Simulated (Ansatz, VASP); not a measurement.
# One calculation of Re, two programs

```
CELL_PARAMETERS angstrom
0.00000 2.01374 2.01374
2.01374 0.00000 2.01374
2.01374 2.01374 0.00000
ATOMIC_POSITIONS crystal
Re 0.00000 0.00000 0.00000
```

Change from the starting cell: volume scaled by 1.06, PAW files.

Alike in both runs: task electric field gradients; functional PBE; k mesh 14 × 14 × 14; occupations fermi-dirac, width 0.05 eV; no spin polarisation.

|  | VASP | Ansatz |
| --- | --- | --- |
| version | VASP 6.6.1 | Ansatz 0.2.0 |
| potentials or method | VASP PAW PBE potentials, release 64 (Re) | PAW with Ansatz's default frozen-core files, scalar-relativistic |
| plane-wave cutoff (eV) | 520 | 420 |
| valence electrons in the cell | 7 | 15 |

```tsv
	VASP	Ansatz	Ansatz less VASP
pressure (GPa)	-26.2	-25.4	+0.85
Vzz of the field gradient on the site that differs most (V/Å²)	0.0	0.0	0.00
```

The two sets of potentials don't hold the same shells in valence. Ansatz warned: «gradients_without_spin_orbit».

Caveats: so large a pressure means that the cell lies far from this level's equilibrium, or that cutoff or potentials fall short (VASP). Spin-orbit coupling is left out, which matters for the levels of Re.
